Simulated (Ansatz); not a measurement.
The system is YN.

```
Y N
1.0
     0.00000    2.43850    2.43850
     2.43850    0.00000    2.43850
     2.43850    2.43850    0.00000
Y N
1 1
Cartesian
  0.0000 0.0000 0.0000
  2.4385 2.4385 2.4385
```

Base run:

* Program: Ansatz 0.2.0
* Functional: PBEsol
* Potentials or basis: Ansatz PAW
* Cutoff: 420 eV (not typed: the program's choice for these potentials)
* k mesh: 9 × 9 × 9
* Occupations: fermi-dirac, width 0.05 eV
* Spin: no spin polarisation

Its results: band gap on the k mesh 0.16 eV, indirect (least direct gap 0.56 eV); pressure -2.1 GPa.

The run is repeated on the same cell with these changes: functional from PBEsol to LDA. What comes out?

Band gap on the k mesh 0.15 eV, indirect (least direct gap 0.55 eV); pressure -6.0 GPa.

LDA binds more tightly than PBEsol, so the same cell stands under less pressure.

Caveats: the k mesh misses the band edges, so the gap on the mesh is wider than the one along the path; the PAW data sets come from PBE, with cores solved anew for the run's functional, which leaves a small shift of forces and pressure.
